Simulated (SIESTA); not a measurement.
Crystal: Pb.

```
Pb
1.0
     0.00000    2.47502    2.47502
     2.47502    0.00000    2.47502
     2.47502    2.47502    0.00000
Pb
1
Direct
  0.00000 0.00000 0.00000
```

| Quantity | Value |
| --- | --- |
| Program | SIESTA 5.4.2 |
| Task | relaxation of cell and atoms |
| Functional | PBE |
| Potentials or basis | PseudoDojo 0.4 standard (PBE files) |
| Basis | DZP (energy shift 0.003 Ry; two zetas on semicore shells) |
| Grid cutoff | 500 Ry |
| Energy shift | 0.003 Ry |
| k mesh | 6 × 6 × 6 |
| Occupations | fermi-dirac, width 0.05 eV |
| Spin | no spin polarisation |

At the start: pressure 3.9 GPa; volume 30.32 Å³/atom.

Problem. How do energy, volume and symmetry change on relaxing?

Solution. Over 5 steps the energy falls by 26.1 meV/atom and the volume is 33.31 Å³/atom (+9.8 %); space group Fm-3m (No. 225, to 0.05 Å).

The path:
| step | energy change (eV) | largest force (eV/Å) | pressure (GPa) | volume (Å³) |
| --- | --- | --- | --- | --- |
| 1 | 0.0000 | 0.0000 | 3.88 | 30.32 |
| 2 | -0.0179 | 0.0000 | 2.24 | 31.39 |
| 3 | -0.0264 | 0.0000 | 0.15 | 33.14 |
| 4 | -0.0144 | 0.0000 | -1.46 | 35.10 |
| 5 | -0.0261 | 0.0000 | 0.02 | 33.31 |

Final structure:
```cif
data_structure
_symmetry_space_group_name_H-M 'P 1'
_symmetry_Int_Tables_number 1
_cell_length_a 3.6116
_cell_length_b 3.6116
_cell_length_c 3.6116
_cell_angle_alpha 59.996
_cell_angle_beta 59.996
_cell_angle_gamma 59.996
_cell_volume 33.31
loop_
_atom_site_label
_atom_site_type_symbol
_atom_site_fract_x
_atom_site_fract_y
_atom_site_fract_z
_atom_site_occupancy
Pb1 Pb 0.00000 0.00000 0.00000 1
```

Caveat: the k mesh is coarse (spacing up to 0.37 Å⁻¹), so the values aren't converged; the basis of atomic orbitals isn't converged, which shifts pressures, moduli and gaps.
